Cubic HfO₂ (fluorite structure, Fm-3m) at uniformly scaled volumes, computed with ABINIT 10.8.3 using PBE-D3 without spin–orbit coupling, JTH PAW v2.0 datasets, a 626 eV plane-wave cutoff and a 9×9×9 k mesh. Energies are for a static lattice and are counted from the minimum of the fitted equation of state; positive pressure means compression.

```tsv
volume (Å³/atom)	energy (meV/atom)	pressure (GPa)
10.48	6.10	6.660
10.71	0.22	0.860
10.93	2.05	-4.340
11.15	10.78	-8.980
11.38	25.58	-13.130
11.60	45.86	-16.850
11.82	71.08	-20.190
```

**What happens**

A crystal of cubic HfO₂ is squeezed and stretched equally in all directions, and it becomes softer the further it is stretched. In the table, volume is the volume per atom, and energy is counted per atom from the minimum of a fitted curve. Positive pressure means that the crystal pushes outwards, negative pressure that it is under tension. The seven volumes are equally spaced before rounding, so the steps can be compared directly.

Pressure falls in every step, but by less each time: by 5.80 GPa in the first and by 3.34 GPa in the last. The energy tells the same story. A parabola with the right minimum and the right curvature there gives 84 meV at the largest volume, where the calculation gives 71 meV. At the smallest volume the parabola lies slightly too low, so the true curve is steeper on the squeezed side and flatter on the stretched side.

The natural measure of this is the bulk modulus B = −V dP/dV, with V the volume and P the pressure. It says how much pressure a given relative change of volume costs. Taken from the pressure steps, it falls from 276 to 175 GPa, while the Hf–O bond grows by only 3.4 %. More than a third of the stiffness is lost over a change of bond length that is hard to see in a drawing.

**Why it happens**

Start from two limits. If the ions are pressed close together, short-range repulsion between their electron clouds dominates, and the crystal is very stiff. If they are pulled far apart, only the electrostatic attraction is left. That attraction weakens with distance, so a crystal held together by it alone would offer less resistance the more it was stretched, and its modulus would be negative.

Near the energy minimum both are at work, and the modulus is a difference: a large positive part from repulsion less a smaller part from attraction. Stretching reduces the repulsive part quickly and the attractive part slowly. The difference therefore shrinks faster, in relative terms, than the repulsive part does by itself. This is why so small a change in bond length has so large an effect.

A single Na⁺Cl⁻ ion pair behaves in the same way. Its bond resists stretching because repulsion dies away faster than attraction, and it resists less once it is already stretched. The comparison holds for the balance of the two forces. It doesn't carry over to the numbers, because in a crystal each ion feels many neighbours and the modulus also contains the volume.

**The simple model**

Let x be the bond length divided by its value at the energy minimum, 2.189 Å. Give the ions their full charges, Hf⁴⁺ and O²⁻, and let the repulsion fall as a power n of distance. The energy per atom is then, apart from a constant,

E = K [−1/x + 1/(n xⁿ)],

where K is the strength of the electrostatic attraction at the minimum. The factor 1/n makes the two forces cancel at x = 1.

The volume is V₀x³, with V₀ its value at the minimum. Differentiating the energy once with respect to volume gives the pressure, and differentiating again gives the modulus:

P = (K/3V₀) [x^−(n+3) − x^−4]

B = (K/9V₀) [(n+3) x^−(n+3) − 4 x^−4]

The second line shows the difference described above. At x = 1 it becomes K(n−1)/9V₀, so the volume and modulus at the minimum fix n once the charges are chosen. With the electrostatic sum over the fluorite lattice rounded to two figures, the result is n = 4.57.

How fast does B fall with bond length? If repulsion acted alone, the power would be n + 3, or about 7.6. With the attraction subtracted, the relative slope at x = 1 is [(n+3)² − 16]/(n−1), which simplifies to n + 7, or about 11.6. The attraction thus makes the crystal softer and also makes it soften faster.

**How large the effect is**

Here is the estimate in full. Between the middle of the first step and the middle of the last, the bond length grows by a factor of 1.034. The model then predicts that the modulus shrinks by a factor of 1.034^−11.6, which is about 0.68, a fall of 32 %. The calculation gives a fall of 36 %.

This is not a fully independent test. The volume and modulus that fix n come from an equation of state fitted to all seven energies, so the model is bound to be right close to the minimum. What it was not told is how the curve bends further out. There it does well: at the largest volume its energy is 2 % above the computed one, whereas the parabola is 19 % too high. This supports the picture of a steep repulsion balanced by a slower attraction. It doesn't prove that the bonding is purely ionic, since other binding curves of this kind bend in much the same way. The printed output after this text compares the models row by row.

The model's weakness is that it softens too slowly. Over the range of the table the computed modulus falls as the power 13.5 of the bond length, the model's as the power 12.0. One possible reason, which these numbers don't test, is that the ions carry less than their full charges. The attraction would then be weaker, a steeper repulsion would be needed to reach the same modulus, and a larger n means faster softening.

**Two rows that look odd**

No row breaks the trend, but two can puzzle a reader. At 11.15 Å³ the crystal is under a tension of about 9 GPa, although this is the cell from which the scaling started. That cell is simply larger than the one this calculation prefers, so it already lies on the stretched side of the curve.

At 10.71 Å³ the energy is almost at its minimum, yet the pressure is 0.86 GPa. This volume lies slightly on the squeezed side, and close to a minimum the energy has hardly risen when its slope is already well away from zero. The slope in fact implies a somewhat higher pressure than the printed one. A similar shortfall, 0.4 to 0.5 GPa, appears in every step. It is a known effect of a finite plane-wave basis. The printed pressure assumes that the set of waves stays fixed while the cell grows, so the description becomes coarser and the energy seems to rise, which looks like extra tension.

Because the shortfall is nearly constant, it moves the point of zero pressure without producing the softening. The shift is small, from 10.76 to 10.74 Å³. The energies alone, without any printed pressure, give a modulus that falls from 266 GPa at 10.71 Å³ to 185 GPa at 11.60 Å³. The softening is therefore a property of the energy curve.

**What to do about it**

Find the minimum before quoting a modulus. In the starting cell the steps on either side give 230 and 210 GPa, on average 15 % below the 259 GPa at the minimum. The lower value isn't a numerical error: in that cell the crystal is stretched, and its stiffness has dropped accordingly.

Don't carry one constant modulus across a range like this. Use an equation of state that lets the modulus change with pressure, and place points on both sides of the minimum. Here only two volumes are compressed, so the minimum itself is better secured than the rate at which the modulus changes.

For a neighbouring case, first ask whether one crystal is being stretched or different crystals are being compared. In the model, crystals of the same structure, each at its own minimum and with equal charges and equal n, differ in modulus only as the inverse fourth power of bond length, because attraction and repulsion are in balance in each. Stretching one crystal upsets that balance and brings in the much steeper power n + 7. A trend across compounds is therefore a poor guide to what strain does to one of them.

HfO₂ serves as a gate dielectric in transistors, and there the trend means that uniform stretching makes the cubic phase softer. It also narrows the band gap, by 0.34 eV from the smallest volume to the largest, which is unwelcome in a layer meant to block current. The direction of this change is more useful than the gaps themselves, since PBE makes them too small and the k mesh on which they were read can miss the band edges. A real film is strained mainly in its plane, and HfO₂ at rest prefers a monoclinic structure that the fixed cubic shape rules out, so film properties need a calculation of the actual phase and strain.

Printed output of the fit:

```
Energy above the minimum in meV/atom:
    row  computed  parabola  ions power repulsion  ions exponential repulsion
  10.48       6.1     5.806                 6.058                        6.03
  10.71      0.22    0.2277                0.2296                      0.2294
  10.93      2.05     2.118                 2.066                       2.071
  11.15     10.78     11.48                 10.83                        10.9
  11.38     25.58     28.31                 25.87                       26.12
   11.6     45.86     52.61                 46.59                       47.18
  11.82     71.08     84.37                 72.45                       73.58
Step from the row above to this row:
    row  middle bond length A  pressure drop GPa  modulus GPa  ion model modulus GPa  energy slope less pressure GPa
  10.71                 2.177                5.8        275.5                  274.9                          0.4638
  10.93                 2.192                5.2        252.2                  253.8                          0.4254
  11.15                 2.207               4.64        229.7                  234.3                          0.3889
  11.38                 2.222               4.15        209.6                  216.4                          0.4241
   11.6                 2.237               3.72        191.6                  199.8                          0.4221
  11.82                 2.251               3.34        175.3                  184.5                          0.4036
Repulsion exponent n of the ion model: 4.568
Bond length at the energy minimum in A: 2.189
Fall of modulus from first to last step in percent: 36.35
Growth of middle bond length from first to last step in percent: 3.393
Power of bond length with which the computed modulus falls: 13.54
Same power in the ion model over the same steps: 11.96
Ion model power at the minimum (n plus 7): 11.57
Modulus from energies alone at row 10.71 in GPa: 265.8
Modulus from energies alone at row 11.60 in GPa: 184.5
Largest miss of the parabola in meV/atom: 13.29
Largest miss of ions with power repulsion in meV/atom: 1.369
Largest miss of ions with exponential repulsion in meV/atom: 2.501
Volume of zero printed pressure in A3/atom: 10.74
Narrowing of the mesh gap over all rows in eV: 0.3437
```
